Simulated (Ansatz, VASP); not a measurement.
One calculation of SnSe, two programs

The input INCAR:

```
PREC     = Accurate       # precision mode
ENCUT    = 520            # plane-wave cutoff, eV
EDIFF    = 1E-7           # SCF threshold, eV
ISMEAR   = 0              # smearing method
SIGMA    = 0.02           # smearing width, eV
LREAL    = False          # projectors in reciprocal space
LASPH    = True           # aspherical terms in the spheres
NELM     = 80             # most SCF steps
ALGO     = Normal         # electronic algorithm
ISIF     = 2              # what is computed and relaxed
LWAVE    = False          # write WAVECAR
LCHARG   = False          # write CHGCAR
GGA      = PE             # functional
IVDW     = 12             # dispersion correction
NBANDS   = 17             # bands
```

File KPOINTS:

```
Automatic mesh
0
Gamma
  10 10 10
```

Contents of POSCAR:

```
SnSe
1.0
    0.0000000000      2.9277564350      2.9277564350
    2.9277564350      0.0000000000      2.9277564350
    2.9277564350      2.9277564350      0.0000000000
Sn Se
1 1
Direct
    0.0000000000      0.0000000000      0.0000000000
    0.5000000000      0.5000000000      0.5000000000
```

Input for Ansatz:

```yaml
crystal:
  lattice:
    - [0.0, 2.927756435, 2.927756435]
    - [2.927756435, 0.0, 2.927756435]
    - [2.927756435, 2.927756435, 0.0]
  atoms:
    - { symbol: Sn, position: [0.0, 0.0, 0.0] }
    - { symbol: Se, position: [0.5, 0.5, 0.5] }
basis:
  ecutwfc: 420
kpoints:
  mp_grid: { grid: [10, 10, 10] }
hamiltonian:
  xc: pbe
  dispersion: d3bj
scf:
  occupations: { method: gaussian, width: 0.02 }
output:
  forces: true
  stress: true
  eigenvalues: true
```

Alike in both runs: task single point; functional PBE; dispersion D3(BJ); k mesh 10 × 10 × 10; occupations gaussian, width 0.02 eV; no spin polarisation.

|  | VASP | Ansatz |
| --- | --- | --- |
| version | VASP 6.6.1 | Ansatz 0.2.0 |
| potentials or method | VASP PAW PBE potentials, release 64 (Sn_d, Se) | scalar-relativistic, plane waves, PAW |
| plane-wave cutoff (eV) | 520 | 420 |
| valence electrons in the cell | 20 | 30 |

```csv
,VASP,Ansatz,Ansatz less VASP
gap on the k mesh at the Fermi level (eV),0.43,0.43,+0.001
least direct gap on the mesh (eV),0.58,0.58,-0.001
pressure (GPa),3.8,3.8,-0.02
```

The two sets of potentials don't hold the same shells in valence.

Caveats: spin-orbit coupling is left out, which moves the levels of the heavy elements.
